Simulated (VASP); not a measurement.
Bulk modulus of insulating or semiconducting compounds of the fluorite structure type: PBEsol against PBE

VASP (plane waves, PAW); cells keep the symmetry of their structure type. Static lattice, from a third-order Birch-Murnaghan fit over five volumes at each level.

Here x stands for PBE B0 and y for PBEsol B0.

| solid | PBE B0 (GPa) | PBEsol B0 (GPa) | cut-off (eV) |
|---|---|---|---|
| SrCl2 | 33.6 | ? | 520 |
| BaF2 | 53.2 | 60.6 | 520 |
| PbF2 | 66.6 | 76.2 | 520 |
| CaF2 | 77.5 | 86.1 | 520 |
| CdF2 | 93.4 | 108.2 | 520 |
| ZrO2 | 235.4 | 253.6 | 520 |
| HfO2 | 251.7 | 271.4 | 520 |

Task: Using a straight line, estimate the missing y at x = 33.6 from the other rows, showing the fit.

Result: With u = x - 130, the rows have u = -76.80, -63.40, -52.50, -36.60, 105.40, 121.70. Means: u -0.36667, y 142.68. About the means, the sum of products is 42107 and the sum of squares of u is 39933; the slope is their ratio. Least squares gives y = 143.07 + 1.05445·u. Residuals (row less fit): -1.49, -0.02, -1.61, 3.72, -0.61, 0.00; standard error 2.18 (degrees of freedom: 4). The slope is 1.05 with a standard error of 0.011. At the withheld row, u = -96.40, so y = 143.07 + 1.05445 × (-96.40) = 41.42 GPa. The calculation gives 38.0 GPa, 3.42 GPa below the prediction (1.5 % of the range of y in the table). The row lies outside the fitted rows, so this is an extrapolation. From the scatter of the fitted rows alone, a prediction at this place has a standard error of 2.58 GPa, so the miss is 1.3 times that.

PbF2 is here the β form. ZrO2 is here the high-temperature cubic form, which is unstable at 0 K; the monoclinic form is the stable one. HfO2 is here the high-temperature cubic form, which is unstable at 0 K; the monoclinic form is the stable one. The rows are a random draw from the solids of this series computed here; series whose standard error about the line passes 12 to 30 % of the range of y, or with no trend, aren't shown in this form.
